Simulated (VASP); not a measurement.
Write the native input for VASP 6.6.1 that does the following.

* Task: relaxation of cell and atoms
* Functional: PBE
* Potentials or basis: VASP PAW PBE potentials, release 64 (Si, C)
* Cutoff: 600 eV
* k mesh: 13 × 13 × 13
* Occupations: fermi-dirac, width 0.05 eV
* Spin: no spin polarisation
* Further INCAR settings: ALGO = Normal; EDIFF = 1e-06; IBRION = 2; EDIFFG = -0.01; NSW = 40; ISIF = 3

The structure of SiC (Moissanite 3C) lies in POSCAR:

```
SiC
1.0
    0.0000000000      2.1790000000      2.1790000000
    2.1790000000      0.0000000000      2.1790000000
    2.1790000000      2.1790000000      0.0000000000
Si C
1 1
Direct
    0.0000000000      0.0000000000      0.0000000000
    0.2500000000      0.2500000000      0.2500000000
```

One way to write it, as run:

INCAR

```
  PREC = Accurate
  ENCUT = 600
  EDIFF = 1E-6
  ISMEAR = -1
  SIGMA = 0.05
  LREAL = F
  LASPH = T
  NELM = 80
  ALGO = Normal
  ISIF = 3
  LWAVE = F
  LCHARG = F
  GGA = PE
  IBRION = 2
  NSW = 40
  EDIFFG = -0.01
```

KPOINTS

```
regular mesh
0
Gamma
  13 13 13
```

Potentials or basis: VASP PAW PBE potentials, release 64 (Si, C).

The run is started by

```bash
$ cat potpaw_PBE.64/Si/POTCAR potpaw_PBE.64/C/POTCAR > POTCAR
$ mpirun -np 1 vasp_std > vasp.out
```

It gave:

```json
{
  "Relaxed volume": "10.49 Å³/atom",
  "Relaxed cell": "a = 3.096 Å, b = 3.096 Å, c = 3.096 Å, α = 60.00°, β = 60.00°, γ = 60.00°",
  "Space group after relaxing (to 0.05 Å)": "F-43m (No. 216)",
  "Energy gained by relaxing": "1.4 meV/atom",
  "Ionic steps": "3",
  "Pressure after relaxing": "0.0 GPa",
  "Band gap on the k mesh": "1.44 eV, indirect (least direct gap 4.57 eV)"
}
```

Caveat: an odd mesh through Γ misses points on the zone boundary, where band edges often lie.

It took 23 s on 1 thread of Intel(R) Xeon(R) 6975P-C (Granite Rapids), on a shared host, peak memory 0.16 GiB.
